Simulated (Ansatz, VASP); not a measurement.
This is a calculation of Ca for Ansatz 0.2.0.

File input.yaml:

```yaml
crystal:
  lattice:
    - [-2.205727, 2.238167, 2.22177]
    - [2.249684, -2.210399, 2.238027]
    - [2.131549, 2.136222, -2.193888]
  atoms:
    - { symbol: Ca, position: [0.50266, 0.484403, -0.011468] }
kpoints:
  mp_grid: { grid: [6, 6, 6] }
scf:
  occupations: { method: fermi_dirac, width: 0.03 }
hamiltonian:
  xc: pbe
  pseudopotentials: { kind: all_electron, lapw: { basis_error: 0.004 } }
output:
  forces: true
  stress: true
  eigenvalues: true
```

Potentials or basis: all-electron LAPW, scalar-relativistic.

Launch:

```sh
$ ansatz run input.yaml --threads 1 --pin off --max-ram 3072MiB --backend cpu --events-out ev --progress --plain --runs-dir out
```

Problem. Translate it to VASP 6.6.1. Potentials there: VASP PAW PBE potentials, release 64 (Ca_sv).

Solution. As run (the cutoff follows the program's own potentials):

Contents of INCAR:

```
PREC     = Accurate       # precision mode
ENCUT    = 520            # plane-wave cutoff, eV
EDIFF    = 1E-6           # SCF threshold, eV
ISMEAR   = -1             # smearing method
SIGMA    = 0.03           # smearing width, eV
LREAL    = F              # projectors in reciprocal space
LASPH    = T              # aspherical terms in the spheres
NELM     = 100            # most SCF steps
ALGO     = Normal         # electronic algorithm
ISIF     = 2              # what is computed and relaxed
LWAVE    = F              # write WAVECAR
LCHARG   = F              # write CHGCAR
GGA      = PE             # functional
NBANDS   = 11             # bands
```

The input KPOINTS:

```
regular mesh
0
Gamma
  6 6 6
```

POSCAR

```
Ca
1.0
   -2.2057270000      2.2381670000      2.2217700000
    2.2496840000     -2.2103990000      2.2380270000
    2.1315490000      2.1362220000     -2.1938880000
Ca
1
Direct
    0.5026600000      0.4844030000     -0.0114680000
```

Potentials or basis: VASP PAW PBE potentials, release 64 (Ca_sv).

Run with:

```console
$ cat potpaw_PBE.64/Ca_sv/POTCAR > POTCAR
$ mpirun -np 1 vasp_std > vasp.out
```

Both were run:

|  | VASP | Ansatz | Ansatz less VASP |
| --- | --- | --- | --- |
| gap on the k mesh at the Fermi level (eV) | none | none | - |
| pressure (GPa) | -0.2 | -0.2 | -0.01 |
| largest component of the traceless stress (GPa) | 0.24 | 0.24 | +0.002 |

A gap of «none» marks a metal or a gap that the smearing closes. Ansatz ran all-electron here, so the differences hold the error of VASP's frozen core and of both bases.

Caveats: the k mesh is thin for a metal, which can move the energy by tens of meV per atom (Ansatz).
